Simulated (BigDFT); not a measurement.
# Na in BigDFT: convergence with k mesh

Input of the first run (k mesh 2 × 2 × 2); the others differ in this setting and in those tied to it:

The input input.yaml:

```yaml
dft:
  hgrids: 0.55
  rmult: [10.0, 8.0]
  ixc: -117130
  gnrm_cv: 3.e-05
  ncong: 1
  idsx: 6
  itermax: 4
  nrepmax: 1
kpt:
  method: mpgrid
  ngkpt: [2, 2, 2]
mix:
  iscf: 17
  itrpmax: 70
  rpnrm_cv: 1.e-09
  norbsempty: 5
  tel: 0.00183747
  occopt: 2
  alphamix: 0.5
  alphadiis: 1.0
ig_occupation:
  Na: {3d: 0.0, 3p: 0.0, 3s: 1.0}
```

posinp.yaml

```yaml
units: angstroem
cell: [4.282, 4.282, 4.282]
positions:
- {Na: [0.0, 0.0, 0.0]}
- {Na: [2.141, 2.141, 2.141]}
```

Potentials or basis: UZH-GTH-PBE (Na q1).

The run is started by

```sh
$ OMP_NUM_THREADS=1 bigdft  # reads input.yaml, posinp.yaml, psppar.Na
```

Hardware: 1 thread of AMD EPYC 9R45 96-Core Processor (Zen 5) (shared host).

| k mesh | energy less the tightest run, at zero smearing (meV/atom) | pressure (GPa) | SCF cycles | CPU time (s) | peak memory (GiB) |
| --- | --- | --- | --- | --- | --- |
| 2 × 2 × 2 | 131.57 | -0.02 | 7 | 14 | 0.16 |
| 3 × 3 × 3 | -67.99 | -0.46 | 7 | 14 | 0.16 |
| 4 × 4 × 4 | 26.47 | -0.21 | 8 | 34 | 0.34 |
| 5 × 5 × 5 | 19.13 | -0.24 | 8 | 36 | 0.34 |
| 6 × 6 × 6 | 7.14 | -0.26 | 7 | 71 | 0.63 |
| 7 × 7 × 7 | 8.00 | -0.26 | 8 | 73 | 0.63 |
| 9 × 9 × 9 | 0.00 | -0.29 | 8 | 130 | 1.1 |

Against the tightest run, the pressure stays within 0.1 GPa from 4 × 4 × 4 on. Not settled before the last step: the energy (to 1 meV/atom). Meshes of other sizes hit other points, so gaps and Fermi surfaces needn't settle smoothly. The tightest run that finished is the yardstick and may itself not be fully converged.

Caveat, for the tightest run too: the potentials were made for another functional, which shifts forces and pressure; the log prints the pressure with the opposite sign.
